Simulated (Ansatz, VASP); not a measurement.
# Ga2O3: VASP beside Ansatz

One calculation is typed for both programs; each brings its own data sets. How far apart do they land? Of the first pair: The cell is taken from a series of runs on this material, whose earlier steps may have relaxed, scaled, displaced or heated it; both programs get it as it stands.

Program: Ansatz 0.2.0. Level of theory: plane waves, with VASP 6.6.1 beside it; relaxation of cell and atoms at PBEsol and single point at PBEsol. Results are calculated unless marked as measured.

**1. The starting structure**

The structure is trigonal, space group R-3c (No. 167). Conventional cell: a = 5.001 Å, b = 5.001 Å, c = 13.450 Å, α = 90.00°, β = 90.00°, γ = 120.00°. Nearest to Ga lie 6 O at 1.93 to 2.08 Å. Nearest to O lie 4 Ga at 1.93 to 2.08 Å. Farther neighbours and most contacts between anions are not listed.

Coordinates:

```cif
data_structure
_symmetry_space_group_name_H-M 'P 1'
_symmetry_Int_Tables_number 1
_cell_length_a 5.3325
_cell_length_b 5.3325
_cell_length_c 5.3325
_cell_angle_alpha 55.926
_cell_angle_beta 55.926
_cell_angle_gamma 55.926
_cell_volume 97.10
loop_
_atom_site_label
_atom_site_type_symbol
_atom_site_fract_x
_atom_site_fract_y
_atom_site_fract_z
_atom_site_occupancy
Ga1 Ga 0.85573 0.85573 0.85573 1
Ga2 Ga 0.64427 0.64427 0.64427 1
Ga3 Ga 0.14427 0.14427 0.14427 1
Ga4 Ga 0.35573 0.35573 0.35573 1
O5 O 0.05277 0.44723 0.75000 1
O6 O 0.75000 0.05277 0.44723 1
O7 O 0.44723 0.75000 0.05277 1
O8 O 0.94723 0.55277 0.25000 1
O9 O 0.25000 0.94723 0.55277 1
O10 O 0.55277 0.25000 0.94723 1
```

**2. VASP: relaxation of cell and atoms, PBEsol**

The relaxed volume is the usual yardstick between codes: in a stiff, nearly cubic crystal its relative difference is about their pressure difference at one cell divided by the bulk modulus.

Lines of VASP's logs that name or quote its potential files are left out, and so is its time.

The input, INCAR:

```
SYSTEM = Ga2O3
PREC = Accurate
ENCUT = 600
EDIFF = 1E-07
NELM = 120
ISMEAR = -1
SIGMA = 0.02
LREAL = .FALSE.
ALGO = Normal
GGA = PS
NBANDS = 54
LORBIT = 11
LWAVE = .FALSE.
LCHARG = .FALSE.
ISIF = 3
IBRION = 2
NSW = 80
EDIFFG = -0.005
LASPH = .TRUE.
GGA_COMPAT = .FALSE.
NELMIN = 4
EFERMI = MIDGAP
KPAR = 2
```

The input, POSCAR:

```
Ga2O3
1.0
    2.5004193597      1.4436177904      4.4832459829
   -2.5004193597      1.4436177904      4.4832459829
    0.0000000000     -2.8872355808      4.4832459829
Ga O
4 6
Direct
    0.8557264123      0.8557264123      0.8557264123
    0.6442735877      0.6442735877      0.6442735877
    0.1442735877      0.1442735877      0.1442735877
    0.3557264123      0.3557264123      0.3557264123
    0.0527716463      0.4472283537      0.7500000000
    0.7500000000      0.0527716463      0.4472283537
    0.4472283537      0.7500000000      0.0527716463
    0.9472283537      0.5527716463      0.2500000000
    0.2500000000      0.9472283537      0.5527716463
    0.5527716463      0.2500000000      0.9472283537
```

The input, KPOINTS:

```
Automatic mesh
0
Gamma
7 7 7
0 0 0
```

The projector-augmented-wave data sets are Ga_d and O (PBE family, release 64).

Launch:

```
$ mpirun -np 2 vasp_std
```

Numbers of over 12 decimals in the logs are rounded to 6 here.

What it wrote:

```text
[banner, memory and clock lines left out]
running    2 mpi-ranks, on    1 nodes
 distrk:  each k-point on    1 cores,    2 groups
 distr:  one band on    1 cores,    1 groups

 POSCAR found type information on POSCAR GaO
 POSCAR found :  2 types and      10 ions
|                                                                             |
|               ----> ADVICE to this user running VASP <----                  |
|                                                                             |
|     You enforced a specific xc type in the INCAR file but a different       |
|     [... a line on the potential file left out ...]
|     I HOPE YOU KNOW WHAT YOU ARE DOING!                                     |
|                                                                             |

 LDA part: xc-table for (Slater+PW92), standard interpolation
 POSCAR, INCAR and KPOINTS ok, starting setup
 FFT: planning ... GRIDC
 FFT: planning ... GRID_SOFT
 FFT: planning ... GRID
 WAVECAR not read
 entering main loop
       N       E                     dE             d eps       ncg     rms          rms(c)
DAV:   1     0.127255010461E+04    0.12726E+04   -0.43433E+04  5684   0.334E+03
DAV:   2     0.218416939418E+03   -0.10541E+04   -0.99521E+03  4792   0.879E+02
DAV:   3    -0.485268143234E+02   -0.26694E+03   -0.25910E+03  5542   0.281E+02
DAV:   4    -0.704231428783E+02   -0.21896E+02   -0.21654E+02  5858   0.863E+01
DAV:   5    -0.712723165035E+02   -0.84917E+00   -0.84744E+00  6374   0.173E+01    0.157E+01
DAV:   6    -0.638338025941E+02    0.74385E+01   -0.25735E+01  8576   0.595E+01    0.456E+00
DAV:   7    -0.639088311911E+02   -0.75029E-01   -0.25655E+00  5290   0.884E+00    0.314E+00
DAV:   8    -0.638533995496E+02    0.55432E-01   -0.46353E-01  7152   0.511E+00    0.128E+00
DAV:   9    -0.638216781008E+02    0.31721E-01   -0.16450E-01  7546   0.440E+00    0.149E-01
DAV:  10    -0.638225383458E+02   -0.86025E-03   -0.10164E-02  6290   0.923E-01    0.486E-02
DAV:  11    -0.638226092038E+02   -0.70858E-04   -0.10991E-03  6002   0.408E-01    0.259E-02
DAV:  12    -0.638226175888E+02   -0.83850E-05   -0.17617E-04  5886   0.115E-01    0.154E-02
DAV:  13    -0.638226179760E+02   -0.38721E-06   -0.23078E-05  6554   0.277E-02    0.289E-03
DAV:  14    -0.638226177366E+02    0.23936E-06   -0.16104E-06  6016   0.877E-03    0.142E-03
DAV:  15    -0.638226175062E+02    0.23040E-06   -0.32413E-07  5098   0.120E-02    0.988E-04
DAV:  16    -0.638226176467E+02   -0.14050E-06   -0.18955E-07  3448   0.375E-03    0.677E-04
DAV:  17    -0.638226176725E+02   -0.25801E-07   -0.89583E-08  3162   0.394E-03
   1 F= -.63822618E+02 E0= -.63822618E+02  d E =-.638226E+02
[...]
2 F= -.63822749E+02 E0= -.63822749E+02  d E =-.131525E-03
[...]
3 F= -.63822846E+02 E0= -.63822846E+02  d E =-.228229E-03
[...]
4 F= -.63822845E+02 E0= -.63822845E+02  d E =-.227638E-03
[...]
5 F= -.63822846E+02 E0= -.63822846E+02  d E =-.228097E-03
[...]
6 F= -.63822883E+02 E0= -.63822883E+02  d E =-.372286E-04
 trial-energy change:   -0.000037  1 .order   -0.000038   -0.000061   -0.000015
 step:   1.2353(harm=  1.2074)  dis= 0.00108  next Energy=   -63.822886 (dE=-0.397E-04)
 bond charge predicted
       N       E                     dE             d eps       ncg     rms          rms(c)
DAV:   1    -0.638228829935E+02   -0.23074E-07   -0.14105E-03  5968   0.203E-01    0.116E-02
DAV:   2    -0.638228858143E+02   -0.28208E-05   -0.54619E-05  6504   0.536E-02    0.586E-03
DAV:   3    -0.638228853273E+02    0.48701E-06   -0.39160E-06  7426   0.169E-02    0.177E-03
DAV:   4    -0.638228853007E+02    0.26535E-07   -0.76896E-07  5154   0.551E-03
   7 F= -.63822885E+02 E0= -.63822885E+02  d E =-.395315E-04
 curvature:  -0.66 expect dE=-0.103E-04 dE for cont linesearch -0.747E-07
 trial: gam= 0.32539 g(F)=  0.658E-05 g(S)=  0.904E-05 ort =-0.288E-05 (trialstep = 0.981E+00)
 search vector abs. value=  0.215E-04
 reached required accuracy - stopping structural energy minimisation
```

Parts of OUTCAR (step 2):

```text
ion  position               nearest neighbor table
   1  0.856  0.856  0.856-   9 1.93   8 1.93  10 1.93   6 2.08   7 2.08   5 2.08   2 2.84
   2  0.644  0.644  0.644-  10 1.93   8 1.93   9 1.93   7 2.08   6 2.08   5 2.08   1 2.84
   3  0.144  0.144  0.144-   6 1.93   5 1.93   7 1.93   9 2.08  10 2.08   8 2.08   4 2.84
   4  0.356  0.356  0.356-   7 1.93   5 1.93   6 1.93  10 2.08   9 2.08   8 2.08   3 2.84
   5  0.053  0.447  0.750-   3 1.93   4 1.93   1 2.08   2 2.08
   6  0.750  0.053  0.447-   3 1.93   4 1.93   1 2.08   2 2.08
   7  0.447  0.750  0.053-   4 1.93   3 1.93   2 2.08   1 2.08
   8  0.947  0.553  0.250-   1 1.93   2 1.93   3 2.08   4 2.08
   9  0.250  0.947  0.553-   1 1.93   2 1.93   3 2.08   4 2.08
  10  0.553  0.250  0.947-   2 1.93   1 1.93   4 2.08   3 2.08

  LATTYP: Found a trigonal (rhomboedric) cell.
 ALAT       =     5.3325063378
 COS(alpha) =     0.5602630694

 Subroutine GETGRP returns: Found 12 space group operations
 (whereof  6 operations were pure point group operations)

The static configuration has the point symmetry S_6 .
 The point group associated with its full space group is D_3d.

 Found     44 irreducible k-points:

   k-points           NKPTS =     44   k-points in BZ     NKDIM =     44   number of bands    NBANDS=     54

   dimension x,y,z NGX =    48 NGY =   48 NGZ =   48
   dimension x,y,z NGXF=    96 NGYF=   96 NGZF=   96

   ENCUT  =  600.0 eV  44.10 Ry    6.64 a.u.  10.65 10.65 10.65*2*pi/ulx,y,z

   NELECT =      88.0000    total number of electrons

 k-points in reciprocal lattice and weights: Automatic mesh
   0.00000000  0.00000000  0.00000000       0.003
   0.14285714 -0.00000000 -0.00000000       0.017
   0.28571429 -0.00000000 -0.00000000       0.017
   0.42857143 -0.00000000  0.00000000       0.017
   0.14285714  0.14285714  0.00000000       0.017
   0.28571429  0.14285714  0.00000000       0.035
   0.42857143  0.14285714  0.00000000       0.035
  -0.42857143  0.14285714 -0.00000000       0.035
  -0.28571429  0.14285714  0.00000000       0.035
[...]
0.42857143  0.42857143  0.42857143       0.006
  -0.42857143  0.42857143  0.42857143       0.017

 average (electrostatic) potential at core
       1 -63.3787       2 -63.3787       3 -63.3787       4 -63.3787       5 -69.1450
       6 -69.1450       7 -69.1450       8 -69.1450       9 -69.1450      10 -69.1450

 E-fermi :   5.6658

 k-point     1 :       0.0000    0.0000    0.0000
  band No.  band energies     occupation
    ...
     40       3.9931      2.00000
     41       4.0052      2.00000
     42       4.0052      2.00000
     43       4.0704      2.00000
     44       4.0704      2.00000
     45       7.0106      0.00000
     46      10.8820      0.00000
     47      10.9825      0.00000
     48      13.0759      0.00000
     49      14.3381      0.00000
    ...

 k-point     2 :       0.1429   -0.0000   -0.0000
  band No.  band energies     occupation
    ...
     40       3.7753      2.00000
     41       3.8148      2.00000
     42       3.9154      2.00000
     43       4.1367      2.00000
     44       4.2301      2.00000
     45       7.6748      0.00000
     46      10.8053      0.00000
     47      11.2719      0.00000
     48      12.8013      0.00000
     49      13.5762      0.00000
    ...

 k-point     3 :       0.2857   -0.0000   -0.0000
  band No.  band energies     occupation
    ...
     40       3.5088      2.00000
     41       3.6698      2.00000
     42       3.7301      2.00000
     43       4.1312      2.00000
     44       4.2851      2.00000
     45       8.9235      0.00000
     46      10.6838      0.00000
     47      11.4717      0.00000
     48      12.1883      0.00000
     49      13.2215      0.00000
    ...

  Total        0.0285897      0.0285897     -0.0154801      0.0000000      0.0000000     -0.0000000
  in kB        0.4710857      0.4710857     -0.2550728      0.0000000      0.0000000     -0.0000000
  external PRESSURE =       0.2290329 kB  Pullay stress =       0.0000000 kB

  energy-cutoff  :      600.00
  volume of cell :       97.23
      direct lattice vectors                 reciprocal lattice vectors
     2.501637631  1.444321160  4.485184387     0.199869075  0.115394464  0.074318758
    -2.501637631  1.444321160  4.485184387    -0.199869075  0.115394464  0.074318758
     0.000000000 -2.888642319  4.485184387     0.000000000 -0.230788929  0.074318758

 POSITION                                       TOTAL-FORCE (eV/Angst)
 -----------------------------------------------------------------------------------
      0.00000      0.00000     11.51611         0.000000      0.000000      0.001637
      0.00000      0.00000      8.66721        -0.000000      0.000000     -0.001637
      0.00000      0.00000      1.93944        -0.000000      0.000000     -0.001637
      0.00000      0.00000      4.78834         0.000000      0.000000      0.001637
     -0.98615     -1.44432      5.60648        -0.004578      0.000000      0.000000
      1.74390     -0.13187      5.60648         0.002289     -0.003964      0.000000
     -0.75774      1.57619      5.60648         0.002289      0.003964      0.000000
      0.98615      1.44432      7.84907         0.004578      0.000000      0.000000
     -1.74390      0.13187      7.84907        -0.002289      0.003964      0.000000
      0.75774     -1.57619      7.84907        -0.002289     -0.003964      0.000000
 -----------------------------------------------------------------------------------
    total drift:                                0.000000     -0.000000     -0.000000

  FREE ENERGIE OF THE ION-ELECTRON SYSTEM (eV)
  ---------------------------------------------------
  free  energy   TOTEN  =       -63.8228853007 eV

  energy  without entropy=      -63.8228853007  energy(sigma->0) =      -63.82288530

 reached required accuracy - stopping structural energy minimisation

 total charge
# of ion       s       p       d       tot
------------------------------------------
    1        0.675   0.741  10.253  11.669
    2        0.675   0.741  10.253  11.669
    3        0.675   0.741  10.253  11.669
    4        0.675   0.741  10.253  11.669
    5        1.549   3.494   0.000   5.044
    6        1.549   3.494   0.000   5.044
    7        1.549   3.494   0.000   5.044
    8        1.549   3.494   0.000   5.044
    9        1.549   3.494   0.000   5.044
   10        1.549   3.494   0.000   5.044
--------------------------------------------------
tot         11.997  23.929  41.013  76.940

[... 3 further parts left out ...]
```

(Part 1 of 3 ends here.)

[Lines on the potential files, build, host, timing and source positions are cut from VASP's logs without a mark.]

[Logs are printed without paths, hosts, clocks, repeated set-up lines and the standing remarks that a program may print on its own settings, such as how far it seeks lower states.]

[Hosts, paths, dates, database ids (printed as entryN), source tags and the programs' standing remarks are cut or masked in the printed files.]
